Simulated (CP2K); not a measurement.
# CdTe (F-43m) in CP2K: notebook, part 2 of 2

CP2K 2026.2.

**3. Atomic charges, LDA**

cdte_charges.inp reads:

```
&GLOBAL
  PROJECT cdte_charges
  RUN_TYPE ENERGY_FORCE
  PRINT_LEVEL LOW
&END GLOBAL
&FORCE_EVAL
  METHOD QS
  STRESS_TENSOR ANALYTICAL
  &DFT
    BASIS_SET_FILE_NAME BASIS_MOLOPT_UZH
    POTENTIAL_FILE_NAME POTENTIAL_UZH
    &MGRID
      CUTOFF 675
      REL_CUTOFF 60
      NGRIDS 4
    &END MGRID
    &QS
      METHOD GPW
      EPS_DEFAULT 1.0E-10
    &END QS
    &KPOINTS
      SCHEME MONKHORST-PACK 7 7 7
      GAMMA_CENTERED T
      SYMMETRY T
      SYMMETRY_BACKEND SPGLIB
    &END KPOINTS
    &SCF
      SCF_GUESS ATOMIC
      EPS_SCF 1.0E-6
      MAX_SCF 100
      ADDED_MOS 10
      CHOLESKY OFF
      EPS_EIGVAL 1.0E-7
      &DIAGONALIZATION ON
        ALGORITHM STANDARD
      &END DIAGONALIZATION
      &MIXING ON
        METHOD BROYDEN_MIXING
        ALPHA 0.4
        BETA 1.5
        NBUFFER 8
      &END MIXING
      &SMEAR ON
        METHOD FERMI_DIRAC
        ELECTRONIC_TEMPERATURE [K] 580.226
      &END SMEAR
    &END SCF
    &XC
      &XC_FUNCTIONAL
        &LDA_X
        &END LDA_X
        &LDA_C_PW
        &END LDA_C_PW
      &END XC_FUNCTIONAL
    &END XC
    &PRINT
      &KPOINTS ON
      &END KPOINTS
      &MULLIKEN ON
      &END MULLIKEN
      &MO ON
        ENERGIES T
        OCCUPATION_NUMBERS T
        &EACH
          QS_SCF 0
        &END EACH
        ADD_LAST NUMERIC
      &END MO
      &LOWDIN ON
      &END LOWDIN
      &HIRSHFELD ON
        SHAPE_FUNCTION DENSITY
      &END HIRSHFELD
      &VORONOI ON
        VORONOI_RADII VDW
      &END VORONOI
      &E_DENSITY_CUBE ON
        STRIDE 1
      &END E_DENSITY_CUBE
      &V_HARTREE_CUBE ON
        STRIDE 1
      &END V_HARTREE_CUBE
      &ELF_CUBE ON
        STRIDE 1
      &END ELF_CUBE
    &END PRINT
  &END DFT
  &SUBSYS
    &CELL
      A 4.5325544674 0.0000000000 0.0000000000
      B 2.2662772337 3.9253073128 0.0000000000
      C 2.2662772337 1.3084357709 3.7008152255
      PERIODIC XYZ
    &END CELL
    &COORD
      Te  6.7988317011 3.9253073128 2.7756114191
      Cd  0.0000000000 0.0000000000 0.0000000000
    &END COORD
    &KIND Te
      BASIS_SET TZVP-MOLOPT-PBE-GTH-q6
      POTENTIAL GTH-PBE-q6
    &END KIND
    &KIND Cd
      BASIS_SET TZVP-MOLOPT-PBE-GTH-q12
      POTENTIAL GTH-PBE-q12
    &END KIND
    &PRINT
      &ATOMIC_COORDINATES ON
      &END ATOMIC_COORDINATES
      &CELL ON
      &END CELL
    &END PRINT
  &END SUBSYS
  &PRINT
    &FORCES ON
    &END FORCES
    &STRESS_TENSOR ON
    &END STRESS_TENSOR
  &END PRINT
&END FORCE_EVAL
```

Potentials or basis: POTENTIAL_UZH Te GTH-PBE-q6, Cd GTH-PBE-q12; TZVP-MOLOPT-PBE-GTH basis.

Started as:

```bash
> OMP_NUM_THREADS=1 cp2k.psmp -i cdte_charges.inp -o cdte_charges.out
```

cdte_charges.out:

```text

 CP2K| version string:                                       CP2K version 2026.2
 CP2K| Input file name                                          cdte_charges.inp

 GLOBAL| Force Environment number                                              1
 GLOBAL| Basis set file name                                    BASIS_MOLOPT_UZH
 GLOBAL| Potential file name                                       POTENTIAL_UZH
 GLOBAL| MM Potential file name                                     MM_POTENTIAL
 GLOBAL| Coordinate file name                                      __STD_INPUT__
 GLOBAL| Method name                                                        CP2K
 GLOBAL| Project name                                               cdte_charges
 GLOBAL| Run type                                                   ENERGY_FORCE
 GLOBAL| FFT library                                                       FFTW3
[... 8 lines left out ...]
 GLOBAL| CPU model name                                                  UNKNOWN

 CELL| Volume [angstrom^3]:                                            65.843680
 CELL| Vector a [angstrom]:       4.533     0.000     0.000   |a| =     4.532554
 CELL| Vector b [angstrom]:       2.266     3.925     0.000   |b| =     4.532554
 CELL| Vector c [angstrom]:       2.266     1.308     3.701   |c| =     4.532554
 CELL| Angle (b,c), alpha [degree]:                                    60.000000
 CELL| Angle (a,c), beta  [degree]:                                    60.000000
 CELL| Angle (a,b), gamma [degree]:                                    60.000000
 CELL| Numerically orthorhombic:                                              NO
 CELL| Periodicity                                                           XYZ

 CELL_REF| Volume [angstrom^3]:                                        65.843680
[... 516 lines left out ...]
                           Hirshfeld Charges

  #Atom  Element  Kind  Ref Charge     Population                    Net charge
      1       Te     1       6.000          6.158                        -0.158
      2       Cd     2      12.000         11.842                         0.158

  Total Charge                                                           -0.000
 !-----------------------------------------------------------------------------!

 VORONOI| Collecting electron density from MPI ranks and sending to library...
 VORONOI| Voronoi integration finished.

 LOWDIN POPULATION ANALYSIS

 #  Atom  Element  Kind  Atomic population                           Net charge
       1     Te       1          4.367039                              1.632961
       2     Cd       2         13.632961                             -1.632961
 # Total charge                             18.000000                 -0.000000

               ----- ELF is computed on the real space grid -----

 ELF is written in Cube    file format to the file:

 cdte_charges-ELF_S1-1_0.cube

 ENERGY| Total FORCE_EVAL ( QS ) energy [hartree]            -54.135999084230697

 FORCES| Atomic forces [hartree/bohr]
 FORCES|   Atom     x               y               z               |f|
 FORCES|      1 -2.51809595E-10 -3.31728306E-08 -1.45849285E-08   3.62383807E-08
 FORCES|      2  2.39058724E-10  3.31654898E-08  1.45799302E-08   3.62295629E-08
 FORCES| Sum    -1.27508708E-11 -7.34075786E-12 -4.99824296E-12
 FORCES| Total atomic force                                       1.55387858E-11

 STRESS| Analytical stress tensor [bar]
 STRESS|                        x                   y                   z
 STRESS|      x        1.94453990361E+04   2.91454539941E-03   7.02692596744E-03
 STRESS|      y        2.91454539941E-03   1.94453941688E+04   1.20636111226E-01
 STRESS|      z        7.02692596744E-03   1.20636111226E-01   1.94453155051E+04
 STRESS| 1/3 Trace                                             1.94453695700E+04
 STRESS| Determinant                                           7.35272976590E+12

 STRESS| Eigenvectors and eigenvalues of the analytical stress tensor [bar]
 STRESS|                        1                   2                   3
 STRESS| Eigenvalues   1.94452278585E+04   1.94453986224E+04   1.94454822290E+04
 STRESS|      x          -0.023238030072      0.996699069777      0.077787905637
 STRESS|      y          -0.586737361434     -0.076595913577      0.806146596296
 STRESS|      z           0.809443798330     -0.026907811658      0.586580520488
```

voronoi:

```text
 2
# Step        0,  Time       0.0000 fs
# Cell         4.5325544674        0.0000000000        0.0000000000        2.2662772337        3.9253073128        0.0000000000        2.2662772337        1.3084357709        3.7008152255
# Atom     Z              Radius         Position(X)         Position(Y)         Position(Z)      Voronoi_Volume              Z(eff)              Charge           Dipole(X)           Dipole(Y)           Dipole(Z)     ChargeCenter(X)     ChargeCenter(Y)     ChargeCenter(Z)      Quadrupole(XX)      Quadrupole(XY)      Quadrupole(XZ)      Quadrupole(YX)      Quadrupole(YY)      Quadrupole(YZ)      Quadrupole(ZX)      Quadrupole(ZY)      Quadrupole(ZZ)
     1    52        2.0600000000        6.7988317011        3.9253073128        2.7756114191       48.8571113357        6.0000000000       -1.3102862587        0.2622154075        0.1547126362        0.4386086449       -0.0003586938       -0.0002116369       -0.0005999883       -0.0487054061        0.0000213891        0.0000150834        0.0000213891       -0.0486338837       -0.0000264189        0.0000150834       -0.0000264189       -0.0485628826
     2    48        1.5800000000        0.0000000000        0.0000000000        0.0000000000       16.9865697838       12.0000000000        1.3102862603        0.5719499948       -0.7032843997       -0.7746944584       -0.0005350471        0.0006579076        0.0007247102       -0.0218281085       -0.0000004122       -0.0000002766       -0.0000004122       -0.0218299167        0.0000005619       -0.0000002766        0.0000005619       -0.0218321348
```

Run time: 21 s. Hardware: 1 thread of Arm Neoverse V2, shared host; peak memory 0.41 GiB.

Results:

```yaml
Free_energy: -1473.1155 eV
Pressure: 1.9 GPa
Band_gap_on_the_k_mesh: 0.61 eV, direct
Mulliken_charges: Te -0.50; Cd +0.50 e
Hirshfeld_charges: Te -0.16; Cd +0.16 e
Voronoi_charges: Te -1.31; Cd +1.31 e
```

Caveat: Mulliken charges move with the basis; the potentials were made for another functional, which shifts forces and pressure; spin-orbit coupling is left out, which moves the levels of the heavy elements; the basis of atomic orbitals isn't converged, which shifts pressures, moduli and gaps.

**4. Atomic charges, PBEsol**

Changes to cdte_charges.inp since step 3:

```diff
@@ -49,6 +49,6 @@
       &XC_FUNCTIONAL
-        &LDA_X
-        &END LDA_X
-        &LDA_C_PW
-        &END LDA_C_PW
+        &GGA_X_PBE_SOL
+        &END GGA_X_PBE_SOL
+        &GGA_C_PBE_SOL
+        &END GGA_C_PBE_SOL
       &END XC_FUNCTIONAL
```

Started as:

```bash
> OMP_NUM_THREADS=1 cp2k.psmp -i cdte_charges.inp -o cdte_charges.out
```

Wall time 23 s (1 thread of Arm Neoverse V2, shared host); peak memory 0.41 GiB.

It converged, with:

```yaml
Free_energy: -1473.7469 eV
Pressure: 2.9 GPa
Band_gap_on_the_k_mesh: 0.73 eV, direct
Mulliken_charges: Te -0.57; Cd +0.57 e
Hirshfeld_charges: Te -0.17; Cd +0.17 e
Voronoi_charges: Te -1.32; Cd +1.32 e
```

Levels at points of the mesh, in eV from the valence-band top:
| k point | band 6 | band 7 | band 8 | band 9 | band 10 | band 11 | band 12 | band 13 |
| --- | --- | --- | --- | --- | --- | --- | --- | --- |
| (0.00, 0.00, 0.00) | -8.13 | 0.00 | 0.00 | 0.00 | 0.73 | 4.64 | 4.64 | 4.64 |

Caveat: Mulliken charges move with the basis; the potentials were made for another functional, which shifts forces and pressure; spin-orbit coupling is left out, which moves the levels of the heavy elements; the basis of atomic orbitals isn't converged, which shifts pressures, moduli and gaps.

**5. Summary**

```tsv
level	gap on the mesh (eV)	pressure (GPa)
PBE	0.88	4.9
LDA	0.61	1.9
PBEsol	0.73	2.9
```

Alike in all rows: task atomic charges; potentials or basis POTENTIAL_UZH Te GTH-PBE-q6, Cd GTH-PBE-q12; TZVP-MOLOPT-PBE-GTH basis; no spin polarisation; cell as given; k mesh 7 × 7 × 7; smearing fermi-dirac 0.05 eV.

Caveats: spin-orbit coupling is left out, which moves the levels of the heavy elements; the basis of atomic orbitals isn't converged, which shifts pressures, moduli and gaps; the potentials were made for another functional, which shifts forces and pressure (some runs).

Absolute energies hang on the potentials; compare differences alone.

**6. Against experiment**

Step 2. Measured gap of CdTe: 1.607 eV (0 K; a printed reference work, data compilation). This calculation gives 0.88 eV (-0.73 eV). Spin-orbit coupling on Cd, Te is left out. The value is that of PBE in an atomic basis (POTENTIAL_UZH Te GTH-PBE-q6, Cd GTH-PBE-q12; TZVP-MOLOPT-PBE-GTH basis), whose error adds to the functional's,, without temperature or zero-point motion. Semilocal functionals fall short of measured gaps as a rule.

Step 3. Measured gap of CdTe: 1.607 eV (0 K; a printed reference work, data compilation). This calculation gives 0.61 eV (-1.00 eV). So large a miss can be the level of theory's own, or it may mean another phase, state or a wrong row. Spin-orbit coupling on Cd, Te is left out. The value is that of LDA in an atomic basis (POTENTIAL_UZH Te GTH-PBE-q6, Cd GTH-PBE-q12; TZVP-MOLOPT-PBE-GTH basis), whose error adds to the functional's,, without temperature or zero-point motion. Semilocal functionals fall short of measured gaps as a rule.

Step 4. Measured gap of CdTe: 1.607 eV (0 K; a printed reference work, data compilation). This calculation gives 0.73 eV (-0.88 eV). Spin-orbit coupling on Cd, Te is left out. The value is that of PBEsol in an atomic basis (POTENTIAL_UZH Te GTH-PBE-q6, Cd GTH-PBE-q12; TZVP-MOLOPT-PBE-GTH basis), whose error adds to the functional's,, without temperature or zero-point motion. Semilocal functionals fall short of measured gaps as a rule.
